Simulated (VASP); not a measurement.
Input of a VASP 6.6.1 run:

The input INCAR:

```
SYSTEM = Si
PREC     = Accurate       ! precision mode
ENCUT    = 600            ! plane-wave cutoff, eV
EDIFF    = 1E-7           ! SCF threshold, eV
ISMEAR   = 1              ! smearing method
SIGMA    = 0.1            ! smearing width, eV
LREAL    = .FALSE.        ! projectors in reciprocal space
LASPH    = .TRUE.         ! aspherical terms in the spheres
NELM     = 80             ! most SCF steps
ALGO     = Fast           ! electronic algorithm
ISIF     = 2              ! what is computed and relaxed
LWAVE    = .FALSE.        ! write WAVECAR
LCHARG   = .FALSE.        ! write CHGCAR
GGA      = PS             ! functional
IBRION   = 2              ! ionic algorithm
NSW      = 40             ! ionic steps
EDIFFG   = -0.01          ! ionic threshold
```

File KPOINTS:

```
regular mesh
0
G
  16 16 16
  0 0 0
```

POSCAR

```
Si                                      
1.0
    0.0000000000      1.9404867270      1.9404867270
    1.9404867270      0.0000000000      1.9404867270
    1.9404867270      1.9404867270      0.0000000000
  Si            
     1
Direct
     0.0000000000000000    0.0000000000000000    0.0000000000000000
```

Potentials or basis: VASP PAW PBE potentials, release 64 (Si).

Command:

```console
$ cat potpaw_PBE.64/Si/POTCAR > POTCAR
$ mpirun -np 1 vasp_std > vasp.out
```

Question: What does it give for the band gap on the k mesh?

Answer: None (metal or under the smearing width).

Final structure:
```yaml
crystal:
  lattice:
    - [0.00000, 1.94049, 1.94049]
    - [1.94049, 0.00000, 1.94049]
    - [1.94049, 1.94049, 0.00000]
  atoms:
    - { symbol: Si, position: [0.00000, 0.00000, 0.00000] }
```

Caveat: the relaxation stopped at its first step, so nothing moved.
